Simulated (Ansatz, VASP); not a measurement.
BN in VASP and in Ansatz

```
B N
1.0
     2.42380    0.00000    0.00000
    -1.21190    2.09907    0.00000
     0.00000    0.00000    7.14584
B N
2 2
Direct
  0.33333 0.66667 0.25000
  0.66667 0.33333 0.75000
  0.33333 0.66667 0.75000
  0.66667 0.33333 0.25000
```

Alike in both runs: task single point; functional PBEsol; k mesh 12 × 12 × 4; occupations gaussian, width 0.05 eV; no spin polarisation.

|  | VASP | Ansatz |
| --- | --- | --- |
| version | VASP 6.6.1 | Ansatz 0.2.0 |
| potentials or method | VASP PAW PBE potentials, release 64 (B, N) | scalar-relativistic, plane waves, PAW |
| plane-wave cutoff (eV) | 520 | 520 |
| valence electrons in the cell | 16 | 16 |

|  | VASP | Ansatz | Ansatz less VASP |
| --- | --- | --- | --- |
| gap on the k mesh at the Fermi level (eV) | 4.45 | 4.46 | +0.008 |
| least direct gap on the mesh (eV) | 4.84 | 4.85 | +0.003 |
| pressure (GPa) | 25.5 | 25.1 | -0.47 |
| largest component of the traceless stress (GPa) | 25.77 | 25.12 | -0.648 |

Ansatz warned: «pseudo_functional_mismatch».

Caveats: so large a pressure means that the cell lies far from this level's equilibrium, or that cutoff or potentials fall short (VASP); the potentials were made for another functional, which shifts forces and pressure (VASP); this functional lacks dispersion, which binds the layers, so the pressure and a relaxed spacing across them are unreliable. A k mesh can miss the band edges.
